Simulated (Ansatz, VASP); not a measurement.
One calculation of MgS, two programs

INCAR

```
SYSTEM = MgS
  PREC = Accurate
  ENCUT = 520
  EDIFF = 1E-7
  ISMEAR = -1
  SIGMA = 0.02
  LREAL = .False.
  LASPH = .True.
  NELM = 100
  ALGO = Normal
  ISIF = 2
  LWAVE = .False.
  LCHARG = .False.
  GGA = PE
  NBANDS = 11
```

The input KPOINTS:

```
Automatic mesh
0
Gamma
  8 8 8
  0 0 0
```

POSCAR

```
MgS
1.0
    0.0000000000      2.9158031465      2.7038767364
    2.9158031465      0.0000000000      2.7038767364
    2.9158031465      2.9158031465      0.0000000000
Mg S
1 1
Direct
    0.0000000000      0.0000000000      0.0000000000
    0.2500000000      0.2500000000      0.2500000000
```

Input for Ansatz:

```yaml
crystal:
  lattice:
    - [0.0, 2.9158031465, 2.7038767364]
    - [2.9158031465, 0.0, 2.7038767364]
    - [2.9158031465, 2.9158031465, 0.0]
  atoms:
    - { symbol: Mg, position: [0.0, 0.0, 0.0] }
    - { symbol: S, position: [0.25, 0.25, 0.25] }
kpoints:
  mp_grid: { grid: [8, 8, 8] }
  band_path:
    path:
      - [0.0, 0.0, 0.0]
      - [-0.5, -0.5, 0.0]
      - [-0.375, -0.375, 0.25]
      - [-0.375, 0.0, 0.375]
      - [0.0, 0.0, 0.5]
      - [-0.5, -0.25, 0.25]
    npoints: 1
hamiltonian:
  xc: pbe
scf:
  occupations: { method: fermi_dirac, width: 0.02 }
  n_extra_bands: 4
output:
  forces: true
  stress: true
  eigenvalues: true
```

Change from the starting cell: epitaxial_xy strain +3.0%.

Alike in both runs: task single point; functional PBE; k mesh 8 × 8 × 8; occupations fermi-dirac, width 0.02 eV; no spin polarisation.

```csv
,VASP,Ansatz
version,VASP 6.6.1,Ansatz 0.2.0
potentials or method,"VASP PAW PBE potentials, release 64 (Mg, S)","plane waves, PAW"
plane-wave cutoff (eV),520,420
valence electrons in the cell,8,16
```

```csv
,VASP,Ansatz,Ansatz less VASP
gap on the k mesh at the Fermi level (eV),3.26,3.26,+0.008
pressure (GPa),0.0,0.2,+0.15
largest component of the traceless stress (GPa),0.85,0.83,-0.013
```

The two sets of potentials don't hold the same shells in valence.

A k mesh can miss the band edges.
